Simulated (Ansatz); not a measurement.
NbC: the change of pressure with volume per atom

All results are calculated (Ansatz 0.2.0). Periodic Kohn-Sham DFT of a crystal at fixed atoms; pressure and stress are positive in compression; the energy is the free energy less that of spherical unpolarised free atoms; site moments are those in the method's own spheres, positive along +z.

Cell of the first row (space group Fm-3m, No. 225):
```
cell vectors (Å)
   0.0000     2.1551     2.1551
   2.1551     0.0000     2.1551
   2.1551     2.1551     0.0000
atoms (fractions of the cell vectors)
Nb  0.00000  0.00000  0.00000
C   0.50000  0.50000  0.50000
```

Settings of every row: method frozen-core PAW; functional PBEsol; relativity scalar; k mesh 14x14x14; filling fermi-dirac; smearing width 0.05 eV; wave cutoff 420 eV; paw set soft_2.

Atom start moment: 0 on all atoms.

Limits: PAW files made with PBE.

```csv
row,volume per atom (Å³),pressure (GPa)
1,10.009,37.411
2,10.222,27.936
3,10.435,19.374
4,10.542,15.405
5,10.648,11.631
6,10.754,8.042
7,10.861,4.629
8,11.074,-1.704
9,11.287,?
```

Question: what pressure should row 9 give?

Worked fit of pressure. Take u = (V_r/V)^(2/3) − 1 with V_r = 10.595 Å³ an atom, which is twice the finite (Eulerian) strain; such expansions in the strain, on which the Birch-Murnaghan equation of state is built, carry the rest volume and the bulk modulus. The shown rows have u = 0.03866, 0.02418, 0.0102, 0.00335, -0.00332, -0.00988, -0.01639, -0.02905. Least squares give pressure = 13.4836 + 563.898 × u + 1418.73 × u² GPa; a straight line predicts inner rows, each left out in turn, worse (root mean square 0.49 against 0.014 GPa). The rows lie off it by 0.007, -0.012, -0.009, 0.016, 0.004, -0.009, 0.007, -0.004 (root mean square 0.0093 GPa). The pressure vanishes at u = -0.0256, or V = 11.01 Å³ an atom, and there the bulk modulus at fixed shape and fractions is B = −V dP/dV = (2/3)(1 + u) dP/du = 319 GPa. The withheld row has u = -0.0413, so the fit gives 13.4836 + 563.898 × (-0.0413) + 1418.73 × (-0.0413)² = -7.385 GPa.

The calculation gave -7.431 GPa. The fit lies 0.046 GPa (0.1 % of the column's range) above it; its largest miss of a shown row is 0.016 GPa. This row lies beyond the range of the fit.
